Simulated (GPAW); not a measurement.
Here is a GPAW 26.7.0 calculation.

The input run.py:

```python
import numpy as np
from ase.dft.bandgap import bandgap
from ase.io import read, write
from gpaw import GPAW, PW
from gpaw.response import ResponseContext, ResponseGroundStateAdapter
from gpaw.response.chiks import ChiKSCalculator
from gpaw.response.heisenberg import calculate_fm_magnon_energies
from gpaw.response.localft import LocalFTCalculator
from gpaw.response.mft import IsotropicExchangeCalculator
from gpaw.response.site_kernels import SphericalSiteKernels

atoms = read('Ni.xyz')
atoms.set_initial_magnetic_moments([2.0])

calc = GPAW(mode=PW(450),
            xc='LDA',
            kpts={'size': (11, 11, 11), 'gamma': True},
            occupations={'name': 'fermi-dirac', 'width': 0.05},
            nbands=17,
            convergence={'density': 0.0001},
            maxiter=150,
            txt='gpaw.txt')
atoms.calc = calc
energy = atoms.get_potential_energy()
calc.write('gs.gpw')
write('result.traj', atoms)
print(f'Energy: {energy:.6f} eV')
print('Moments:', calc.get_magnetic_moments().round(3))
print('Fermi level:', round(calc.get_fermi_level(), 4), 'eV')
print(f'Gap: {bandgap(calc)[0]:.4f} eV, direct: {bandgap(calc, direct=True)[0]:.4f} eV')

dense = calc.fixed_density(kpts={'size': (14, 14, 14), 'gamma': True},
                           nbands=32, convergence={'bands': 26, 'eigenstates': 1e-12},
                           update_fermi_level=True, maxiter=300, txt='dense.txt')
dense.write('dense.gpw', mode='all')

sites = [0]
moments = calc.get_magnetic_moments()[sites]
q_qc = np.array([[0.0, 0.0, 0.0], [0.0714285714, 0.0, 0.0], [0.1428571429, 0.0, 0.0], [0.2142857143, 0.0, 0.0], [0.5, 0.0, 0.0], [0.0714285714, 0.0714285714, 0.0], [0.1428571429, 0.1428571429, 0.0], [0.2142857143, 0.2142857143, 0.0], [0.5, 0.5, 0.0], [0.0714285714, 0.0714285714, 0.0714285714], [0.1428571429, 0.1428571429, 0.1428571429], [0.2142857143, 0.2142857143, 0.2142857143], [0.5, 0.5, 0.5]])
gs = ResponseGroundStateAdapter.from_gpw_file('dense.gpw')
context = ResponseContext(txt='mft.txt')
chiks = ChiKSCalculator(gs, context, ecut=250, nbands=26, gammacentered=True)
exchange = IsotropicExchangeCalculator(chiks, LocalFTCalculator.from_rshe_parameters(gs, context))
kernels = SphericalSiteKernels(atoms.positions[sites], [[0.983] * len(sites)])
J_qab = np.array([exchange(q_c, kernels)[..., 0] for q_c in q_qc])
E_qn = calculate_fm_magnon_energies(J_qab, q_qc, moments)
np.savetxt('exchange.dat', np.c_[q_qc, 1000 * J_qab.real.reshape((len(q_qc), -1))], fmt='%.4f')
np.savetxt('magnons.dat', np.c_[q_qc, 1000 * E_qn.real], fmt='%.4f')
for q_c, E_n in zip(q_qc, E_qn):
    print(q_c.round(4), 'magnon energies (meV):', (1000 * E_n.real).round(2))
```

The input Ni.xyz:

```xyz
1
Lattice="0.0000000000 1.7375729330 1.7375729330 1.7375729330 0.0000000000 1.7375729330 1.7375729330 1.7375729330 0.0000000000" Properties=species:S:1:pos:R:3 pbc="T T T"
Ni     0.0000000000      0.0000000000      0.0000000000
```

Potentials or basis: the program's PAW data sets (release 1.2.1) made for this functional, pw.

Launch:

```bash
$ OMP_NUM_THREADS=1 python run.py
```

Estimate the site moments.

Ni +0.60 μB.

What does it give for the net moment?

0.57 μB per cell.

Predict the band gap on the k mesh.

none (metal or under the smearing width).

Caveat: the number of bands moves the energies at small q by some ten meV; the exchange constants hang on this mesh and on the site radius; magnon energies are noisy on this mesh.
